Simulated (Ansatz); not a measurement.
Born–Oppenheimer molecular dynamics of a periodic cell of 16 atoms, WC (start crystal WC, start structure P-6m2, volume 1.15 times the crystal's). It starts from a structure without forces on its atoms.

Level of theory: DFT PBE-D3(BJ), scalar-relativistic, plane waves, PAW in Ansatz. Settings: accuracy low, PAW set soft_1, cutoff 420 eV, k mesh 2x2x2, fermi-dirac smearing 0.36 eV, no spin polarisation.

```
ensemble        : NVT, Langevin thermostat
time step       : 0.75 fs
steps asked     : 170
set temperature : 4200 K
friction        : 0.02 /fs
seed            : 161932
```

First frame:

```xyz
16
Lattice="-3.0195 -5.2300 0.0000 4.5293 -2.6150 0.0000 0.0000 0.0000 5.9171" Properties=species:S:1:pos:R:3
W 0.000 -5.230 0.000
C 1.510 -4.358 1.479
W 0.000 -5.230 2.958
C 1.510 -4.358 4.438
W -1.510 -2.615 0.000
C 0.000 -1.743 1.479
W -1.510 -2.615 2.958
C 0.000 -1.743 4.438
W 1.510 -2.615 0.000
C 3.019 -1.743 1.479
W 1.510 -2.615 2.958
C 3.019 -1.743 4.438
W 0.000 0.000 0.000
C -1.510 -4.358 1.479
W 0.000 0.000 2.958
C -1.510 -4.358 4.438
```

(1) What does the run give?

(2) What happens to the structure?

(3) How do temperature and energy run in time?

Results:

(1) All steps were run.

```yaml
steps_done: 170
time_covered: 127.5 fs
mean_temperature_over_the_second_half: 3869 K
spread_of_the_potential_energy_over_the_second_half: 70.6 meV per atom
mean_potential_energy_of_the_second_half_above_the_start: 528.0 meV per atom
```

A run of 0.13 ps of so small a system gives no equilibrium averages. Limits of this set-up: coarse k mesh, low accuracy level.

(2) Mean squared displacements from the first frame to the last, about the centre of mass: W 0.07 Å², C 0.10 Å². Another seed would give other details.

(3) 
```
time (fs)  T (K)  potential energy less start (eV)
        0   3938                             0.000
     10.5   2238                             3.722
       21   2697                             4.914
     31.5   2218                             3.953
       42   2423                             5.005
     52.5   2235                             5.336
       63   2871                             5.544
     73.5   3094                             7.527
       84   3440                             8.095
     94.5   4465                             8.337
      105   3907                             9.745
    115.5   3841                             9.149
      126   5103                             9.288
```

Time of the run: 15 min on 1 thread of Arm Neoverse V2, on a shared host, peak memory 0.6 GiB.
